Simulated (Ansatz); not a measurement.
# PtS2 (P-3m1) in Ansatz: notebook, part 2 of 2

Ansatz 0.2.0. Earlier steps stand in the parts before.

## Step 3: Single point, PBE

Contents of input.yaml:

```yaml
crystal:
  lattice:
    - [3.5432, 0.0, 0.0]
    - [-1.7716, 3.0685012107, 0.0]
    - [0.0, 0.0, 5.0388]
  atoms:
    - { symbol: Pt, position: [0.0, 0.0, 0.0] }
    - { symbol: S, position: [0.6666666667, 0.3333333333, 0.773] }
    - { symbol: S, position: [0.3333333333, 0.6666666667, 0.227] }
hamiltonian:
  xc: pbe
  pseudopotentials: { kind: paw }
kpoints:
  mp_grid: { grid: [9, 9, 5] }
scf:
  occupations: { method: gaussian, width: 0.012 }
output:
  forces: true
  stress: true
  eigenvalues: true
```

Potentials or basis: Ansatz PAW.

Command:

```bash
$ ansatz run input.yaml --threads 2 --pin off --max-ram 5632MiB --backend cpu --events-out ev --progress --plain --runs-dir out
```

It took 0.69 s on 2 threads of AMD EPYC 9R45 (Zen 5), shared host; peak memory 0.41 GiB.

The run converged. Its results:

| Item | Value |
| --- | --- |
| Free energy | -14328.0577 eV |
| Pressure | 11.6 GPa |
| Largest force | 1.257 eV/Å |
| Band gap on the k mesh | 1.02 eV, indirect (least direct gap 1.07 eV) |

Forces in eV/Å, atoms in the order of the input:
```
Pt   0.000  0.000  0.000
S    0.000  0.000 -1.257
S    0.000  0.000  1.257
```

Stress tensor (GPa, compression positive):
```
12.18  0.00  0.00
 0.00 12.18  0.00
 0.00  0.00 10.42
```

Levels at points of the mesh, in eV from the valence-band top:
| k point | band 11 | band 12 | band 13 | band 14 | band 15 | band 16 | band 17 | band 18 | band 19 |
| --- | --- | --- | --- | --- | --- | --- | --- | --- | --- |
| (0.00, 0.00, 0.00) | -3.99 | -1.79 | -1.15 | -1.15 | -0.13 | 2.46 | 2.46 | 4.77 | 5.76 |

Caveat: odd divisions of the mesh miss points on the zone boundary, where band edges often lie, so the gap on the mesh can be too wide; spin-orbit coupling is left out, which moves the levels of the heavy elements; forces of over 1 eV/Å show positions far from the minimum, so gaps and moduli don't describe the material at rest. A k mesh can miss the band edges.

## Step 4: Single point, PBE

input.yaml, as its differences from that of step 3:

```diff
@@ -15,3 +15,3 @@
 scf:
-  occupations: { method: gaussian, width: 0.012 }
+  occupations: { method: gaussian, width: 0.013 }
 output:
```

Potentials or basis: Ansatz PAW.

Command:

```bash
$ ansatz run input.yaml --threads 2 --pin off --max-ram 5632MiB --backend cpu --events-out ev --progress --plain --runs-dir out
```

The log of the run:

```text
Warning: RAYON_NUM_THREADS=2 ignored (pool sized by the plan → 2); use --threads N
Engine: ansatz 0.2.0, x86_64-unknown-linux-gnu
Pseudopotentials: kind: paw
Pseudopotential: Pt, paw, valence charge 18, recommended cutoff 420 eV (normal), Pt.paw.azcp
Pseudopotential: S, paw, valence charge 6, recommended cutoff 420 eV (normal), S.paw.azcp
Functional definition: PBE
  parameter kappa = 0.804
  parameter beta = 0.06672455060314922
  exchange = pbe_x(kappa = kappa, mu = beta*pi^2/3)
  correlation = pbe_c(beta = beta)
Crystal: 3 atoms, lattice volume = 54.783 Å³
Basis set: ecut = 420 eV, 1043 PW (Γ), exchange–correlation on 48×48×72 points (8 copies of the dense FFT grid, shifted against one another)
Bands: 19, of which v1, the nominal top of the filled ones, is band 15 counted from 1 (14 counted from 0)
Symmetry: 12 space group operations
Space group: P-3m1 (ITA 164), of the structure as read, at distance tolerance 3.8e-5 Å
k-points: 50 of 405
Non-local potential: Pt, projectors of the file, l = 0: 3, l = 1: 2, l = 2: 2, l = 3: 1
Non-local potential: S, projectors of the file, l = 0: 2, l = 1: 2, l = 2: 2
PAW form: soft (Blöchl's): semilocal exchange-correlation on the pseudo side does not see the compensation charge
PAW one-centre angular grid: Pt, 590 points (default); XC on 64 Gauss nodes
PAW one-centre angular grid: S, 110 points (default); XC on 64 Gauss nodes
Initial density: superposition of atomic densities (neutral atoms: chi_scale 0, normalization atom), corrected by the library's trained network
Initial wavefunctions: pseudopotential atomic-orbital guess
Functional: x = pbe(κ = 0.804, μ = 0.2195149727645171), c = pbe(β = 0.06672455060314922)
[... 9 lines left out ...]
SCF converged after 7 iterations
Free energy (F): -14328.057685 eV
Harris-Foulkes:  -14328.057685 eV  (|F-HF|=1.63e-8)
Internal energy: -14328.057685 eV  (E = F + TS)
E sigma→0 (E₀):  -14328.057685 eV
Fermi energy:    11.480100 eV
--- Per-component energies (eV) ---
  E_band       = -320.280666
  E_kinetic    = 855.116725
  E_local      = -3139.944824  (includes V_loc(G=0)·N_el)
  E_nonlocal   = 255.086438
  E_hartree    = 1243.846143
  E_xc         = -457.840019
  E_vxc        = -480.233391  (∫ρ·V_xc dr)
  E_paw        = -10654.117961  (= ΣΔE_a)
  E_vpaw       = -297.994797  (= ΣTr[D̂ρ^β])
  E_aug_tail   = 0.000189  (compensation charges beyond the density's cutoff)
  E_ewald      = -2430.204375
  E_smearing   = -0.000000  (= −TS)
  E_closure    = -0.000000  (closes the sum)
  Σ components = -14328.057685   (vs F -14328.057685, Δ=0.00e0)
--- Forces (eV/Å), atoms counted from 1 ---
  atom   1  Pt    -0.00000000     0.00000000     0.00000000
  atom   2  S      0.00000000    -0.00000000    -1.25653129
  atom   3  S     -0.00000000     0.00000000     1.25653129
  max |Σ_I F_I| component: 9.25e-18 eV/Å
--- Stress (GPa, compression-positive) ---
       12.180300       0.000000       0.000000
        0.000000      12.180300       0.000000
       -0.000000       0.000000      10.421437
  P = ⅓ Tr σ = 11.5940 GPa (115.940 kbar)
--- Band table (eV; the first three rows and the last of 50) ---
  k-point 0: bands = ["-88.5569", "-42.8296", "-42.8296", "-42.6486", "-4.6098", "-1.3517", "3.9164", "3.9164", "4.0535", "6.9793", "6.9793", "9.1793", "9.8213", "9.8213", "10.8438", "13.4286", "13.4286", "15.7403", "16.7294"]
  k-point 1: bands = ["-88.5569", "-42.8296", "-42.8296", "-42.6486", "-4.5246", "-1.5923", "3.9233", "3.9233", "4.4499", "6.9712", "6.9712", "9.0365", "9.7547", "9.7547", "10.5071", "13.5861", "13.5861", "15.8614", "17.3342"]
  k-point 2: bands = ["-88.5569", "-42.8296", "-42.8296", "-42.6486", "-4.3631", "-1.9753", "3.9346", "3.9346", "5.1756", "6.9587", "6.9587", "8.5932", "9.6521", "9.6521", "10.1129", "13.8547", "13.8547", "16.3016", "18.1745"]
  k-point 49: bands = ["-88.5564", "-42.8463", "-42.8463", "-42.6452", "-2.3083", "-2.3083", "4.4084", "4.4197", "4.4197", "6.5653", "6.5653", "7.3445", "7.5437", "9.1199", "9.1199", "13.0729", "13.0729", "18.0163", "18.9085"]
```

Wall time 0.68 s (2 threads of AMD EPYC 9R45 (Zen 5), shared host); peak memory 0.4 GiB.

What came out:

| Item | Value |
| --- | --- |
| Free energy | -14328.0577 eV |
| Pressure | 11.6 GPa |
| Largest force | 1.257 eV/Å |
| Band gap on the k mesh | 1.02 eV, indirect (least direct gap 1.07 eV) |

Forces on the atoms (eV/Å):
```
Pt   0.000  0.000  0.000
S    0.000  0.000 -1.257
S    0.000  0.000  1.257
```

Caveat: odd divisions of the mesh miss points on the zone boundary, where band edges often lie, so the gap on the mesh can be too wide; spin-orbit coupling is left out, which moves the levels of the heavy elements; forces of over 1 eV/Å show positions far from the minimum, so gaps and moduli don't describe the material at rest.

## Step 5: Summary

```csv
task,level,cell,smearing,gap on the mesh (eV),pressure (GPa),largest force (eV/Å)
relaxation of cell and atoms,BLYP,relaxed,fermi-dirac 0.05 eV,1.69,0.0,-
single point,PBE,as given,gaussian 0.012 eV,1.02,11.6,1.26
single point,PBE,as given,gaussian 0.013 eV,1.02,11.6,1.26
```

Alike in all rows: potentials or basis Ansatz PAW; no spin polarisation; k mesh 9 × 9 × 5; cutoff (eV) 420.

Caveats: odd divisions of the mesh miss points on the zone boundary, where band edges often lie, so the gap on the mesh can be too wide; spin-orbit coupling is left out, which moves the levels of the heavy elements; forces of over 1 eV/Å show positions far from the minimum, so gaps and moduli don't describe the material at rest (some runs); the volume moved by over 15 % at a fixed basis, so the end points are rough (some runs); the plane-wave basis is chosen anew once the cell has moved, so the energies of steps on either side of that aren't comparable (some runs); the volume moved by +80 % from the deposited cell, more than functionals usually miss (some runs); the PAW data sets come from PBE, with cores solved anew for the run's functional, which leaves a small shift of forces and pressure (some runs).

Total energies depend on the potentials used, so only differences within one code and one set of settings carry meaning.
